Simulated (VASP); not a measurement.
# TePb: single point with PBE

**The experiment to reproduce.**

A printed reference work, monograph reports, for a bulk crystal of TePb at 4.2 K: band gap 0.19 eV (direct).

The system is TePb.

```
CELL_PARAMETERS angstrom
0.00000 3.28476 3.28476
3.28476 0.00000 3.28476
3.28476 3.28476 0.00000
ATOMIC_POSITIONS crystal
Te 0.50000 0.50000 0.50000
Pb 0.00000 0.00000 0.00000
```

```yaml
Program: VASP 6.6.1
Task: single point
Functional: PBE
Potentials_or_basis: VASP PAW PBE potentials, release 64 (Te, Pb_d)
Cutoff: 500 eV
k_mesh: 6 × 6 × 6
Occupations: gaussian, width 0.01 eV
Spin: no spin polarisation
```

```json
{"Pressure": "-0.1 GPa", "Band gap on the k mesh": "0.83 eV"}
```

Levels at points of the mesh, in eV from the valence-band top:
```tsv
k point	band 7	band 8	band 9	band 10	band 11	band 12	band 13	band 14
(0.00, 0.00, 0.00)	-5.71	-1.15	-1.15	-1.15	4.03	4.03	4.03	5.92
(0.50, 0.00, 0.00)	-8.33	-0.73	-0.73	0.00	0.83	1.40	1.40	8.34
(0.50, 0.50, 0.00)	-7.21	-4.11	-2.51	-2.51	3.51	5.30	5.30	6.43
```

Wall time 40 s on 1 thread of Intel Xeon 8259CL, with other jobs on the host, peak memory 0.2 GiB.

A measured gap of TePb is 0.19 eV (direct; 4.2 K; a printed reference work, monograph); the calculated 0.83 eV misses it by +0.64 eV. Spin-orbit coupling on Pb, Te is left out. The value is that of PBE on a finite k mesh, which can miss the band edges, without temperature or zero-point motion.

Caveat: spin-orbit coupling is left out, which moves the levels of the heavy elements.
